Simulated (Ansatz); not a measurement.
Runs of Ansatz 0.2.0 on Re. The structure is hexagonal, space group P6_3/mmc (No. 194). The conventional cell has a = 2.761 Å, b = 2.761 Å, c = 4.458 Å, α = 90.00°, β = 90.00°, γ = 120.00°. Re (site symmetry -6m2) has 12 Re at 2.74 to 2.76 Å as nearest neighbours. 

```csv
task,level,spin,cell,k mesh,points for each segment of the path,gap on the mesh (eV),pressure (GPa),relaxed volume (Å³/atom)
relaxation of cell and atoms,HSEsol,off,relaxed,6 × 6 × 3,-,none,0.0,(a)
single point,PBE0,"SOC, no magnetisation",as given,5 × 5 × 3,-,none,-5.6,-
relaxation of cell and atoms,PBE0,off,relaxed,6 × 6 × 3,-,none,0.0,(b)
band structure,HSEsol,off,as given,6 × 6 × 3,4,none,-11.3,-
relaxation of cell and atoms,B3LYP,off,relaxed,6 × 6 × 3,-,none,0.0,15.06
single point,PBE0,off,as given,6 × 6 × 3,-,none,-4.9,-
```

Alike in all rows: potentials or basis Ansatz PAW; cutoff (eV) 420; smearing fermi-dirac 0.05 eV; the mesh is coarse, so values aren't converged.

Problem. Fill in the values left out.

Solution. (a) 14.34; (b) 14.54.

Caveats: all runs use coarse meshes; the PAW data sets come from PBE, with cores solved anew for the run's functional, which leaves a small shift of forces and pressure; the plane-wave basis is chosen anew once the cell has moved, so the energies of steps on either side of that aren't comparable (some runs); the thresholds are loose for stress (some runs); spin-orbit coupling is left out, which moves the levels of the heavy elements (some runs).

A k mesh can miss the band edges, and rows without SOC leave out spin-orbit coupling on Re.

A gap of «none» marks a metal or a gap under the smearing width.
